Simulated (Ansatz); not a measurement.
**H on InAs (111)**

The task, for InAs: find where and how strongly H adsorbs.

The COD entry's cell or inner coordinates are ideal or old and differ from later refinements, so a difference from it is no clean test against experiment.

Computed with Ansatz 0.2.0 (DFT PBEsol, scalar-relativistic, plane waves, PAW, unless a step's input says otherwise).

3 further runs of the same task are left out: 3 set aside as unsound or not needed.

### Step 1. Starting point

The structure is trigonal, space group P3m1 (No. 156). Conventional cell: a = 4.304 Å, b = 4.304 Å, c = 24.908 Å, α = 90.00°, β = 90.00°, γ = 120.00°. Around As (site symmetry 3m) lie 3 In at 2.64 Å. In (site symmetry 3m) has 4 As at 2.64 Å in its first shell of neighbours. As (site symmetry 3m) is surrounded by 4 In at 2.62 to 2.64 Å. In (site symmetry 3m) is surrounded by 4 As at 2.62 to 2.76 Å. As (site symmetry 3m) has 4 In at 2.60 to 2.76 Å in its first shell of neighbours. In (site symmetry 3m) is surrounded by 3 As at 2.60 Å.

Coordinates:

```
CELL_PARAMETERS angstrom
4.30449 0.00000 0.00000
-2.15224 3.72780 0.00000
0.00000 0.00000 24.90785
ATOMIC_POSITIONS crystal
As 0.00000 0.00000 0.34126
In 0.33333 0.66667 0.37653
As 0.33333 0.66667 0.48236
In 0.66667 0.33333 0.51520
As 0.66667 0.33333 0.62603
In 0.00000 0.00000 0.65633
```

Miller indices refer to the conventional cell of the relaxed bulk, F-43m (No. 216): a = 6.087 Å, b = 6.087 Å, c = 6.087 Å, α = 90.00°, β = 90.00°, γ = 90.00°.

This (111) slab, 7.9 Å thick as cut, with 17 Å of vacuum; its outer planes are In (top) and As (bottom), was relaxed beforehand with its lower half held: -31014.6035 eV, work function 3.30 eV (top face), 5.62 eV (bottom face), dipole along +c 0.206 e·Å per cell.

### Step 2. Start: H, top (In)

File input.yaml:

```yaml
crystal:
  lattice:
    - [4.3044884351, 0.0, 0.0]
    - [-2.1522442175, 3.7277963351, 0.0]
    - [0.0, 0.0, 26.9078502022]
  atoms:
    - { symbol: As, position: [0.0, 0.0, 0.3158929434] }
    - { symbol: In, position: [0.3333333333, 0.6666666667, 0.3485469836] }
    - { symbol: As, position: [0.3333333333, 0.6666666667, 0.4465091042] }
    - { symbol: In, position: [0.6666666667, 0.3333333333, 0.4769106312] }
    - { symbol: As, position: [0.6666666667, 0.3333333333, 0.5795009287] }
    - { symbol: In, position: [0.0, 0.0, 0.6075494784] }
    - { symbol: H, position: [0.0, 0.0, 0.6722146221] }
basis:
  ecutwfc: 420
kpoints:
  mp_grid: { grid: [9, 9, 1] }
hamiltonian:
  xc: pbesol
scf:
  occupations: { method: gaussian, width: 0.1 }
output:
  forces: true
  eigenvalues: true
  write_density: true
  write_potential: true
  elf: true
  volumetric_format: npy
relax:
  adjacent_minimum: "off"
  f_tol: 0.03
  max_steps: 70
  constraints: [{ sites: [0, 1, 2] }]
efield:
  axis: 3
  dipole_correction: true
  ramp_width: 0.04
```

The run is started by

```console
> ansatz run input.yaml --threads 2 --pin off --max-ram 5120MiB --backend cpu --events-out ev --progress --plain --runs-dir out
```

Further runs follow: H at the hollow (nearest As) site.

Before running it: what results should come out? Wanted: H: lowest end.

As calculated:

| quantity | value |
| --- | --- |
| H: lowest end | E_ads -2.33 eV, from the top (In) start, 1 bonded, 1.73 Å high |

**Reading.** The strongest binding of H is 2.33 eV, a strong chemical bond when counted from the free atom, not from the element's molecule or solid; the ends span 1.39 eV. It raises the work function by 2.56 eV, as a dipole layer with its negative end outwards does. The slab runs have no spin polarisation, while the free adsorbate has its spin; a moment that survived on the surface would lower E_ads. A start on a symmetric site keeps its symmetry, so an end may be a saddle point and not a minimum.
